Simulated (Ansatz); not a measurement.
Spinel MgAl2O4, treated with HSE06 (Ansatz, an electronic-structure program, PAW).

Settings: plane-wave cutoff 460 eV, 6×6×6 k mesh, Fermi–Dirac smearing 0.01 eV, scalar-relativistic PAW data made under PBE.

Cell (measured lattice):

Space group Fd-3m, origin choice 1 (No. 227); a = 8.083 Å, b = 8.083 Å, c = 8.083 Å, α = 90.00°, β = 90.00°, γ = 90.00°

| atom | site | symmetry | x | y | z |
|---|---|---|---|---|---|
| Mg | 8b | -43m | 0.5000 | 0.5000 | 0.5000 |
| Al | 16c | .-3m | 0.1250 | 0.1250 | 0.1250 |
| O | 32e | .3m | 0.3627 | 0.3627 | 0.3627 |
(The calculation used a cell of 14 atoms; values per cell refer to that cell.)

**Question.** Give the computed band gap and smallest direct gap on the k points sampled.

**Answer.** 
* **band gap**: 7.22 eV
* **smallest direct gap on the k points sampled**: 7.22 eV

Measured, for comparison: band gap 7.8 eV (temperature not stated, no zero-point or thermal correction; as tabulated in Neo et al. (2023), doi:10.1002/gch2.202200236). Computed (rounded) less measured: band gap -0.58 eV.

Note: cell and atoms aren't relaxed at this level (largest force component 0.38 eV/Å, pressure -1.4 GPa).

The computed numbers hold no vibrational or temperature effects.

It cost about 9 core-minutes (a rough figure) of CPU time.
